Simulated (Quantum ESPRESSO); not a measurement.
**Tc under changes of volume**

One of the cells (14.297 Å³/atom); the others are scaled copies at fixed shape and fractional positions:

```xyz
2
Lattice="2.7400 0.0000 0.0000 -1.3700 2.3729 0.0000 0.0000 0.0000 4.3980" Properties=species:S:1:pos:R:3 pbc="T T T"
Tc    1.3700    0.7910    3.2985
Tc    0.0000    1.5819    1.0995
```

* Program: Quantum ESPRESSO 7.5
* Functional: PBEsol
* Potentials or basis: GBRV 1.5 PBEsol
* Cutoff: 612 eV
* Density cutoff: 4898 eV
* k mesh: 11 × 11 × 6
* Occupations: fermi-dirac, width 0.05 eV
* Spin: no spin polarisation

| volume (Å³/atom) | energy over the lowest point (meV/atom) | pressure (GPa) |
| --- | --- | --- |
| 13.440 | 23.38 | 14.1 |
| 13.726 | 5.06 | 6.2 |
| 14.011 | 0.00 | -0.8 |
| 14.297 | ? | ? |
| 14.583 | 24.21 | -12.6 |
| 14.869 | 51.08 | -17.6 |
| 15.155 | 86.47 | -22.1 |

Question: What does the run at 14.297 Å³/atom give?

Answer: Energy over the lowest point 6.80 meV/atom; pressure -7.0 GPa.

Worked out: A Birch-Murnaghan fit of order 3 (a polynomial in V^(-2/3)) to the other rows has its minimum at 13.99 Å³/atom with B0 = V·E''(V) = 328 GPa and B' = 4.5 at fixed shape and positions, which overstates the stiffness. It gives 6.80 meV/atom at 14.297 Å³/atom, against the run's 6.80, and -dE/dV = -6.9 GPa, against -7.0.

Energies are extrapolated to zero smearing.
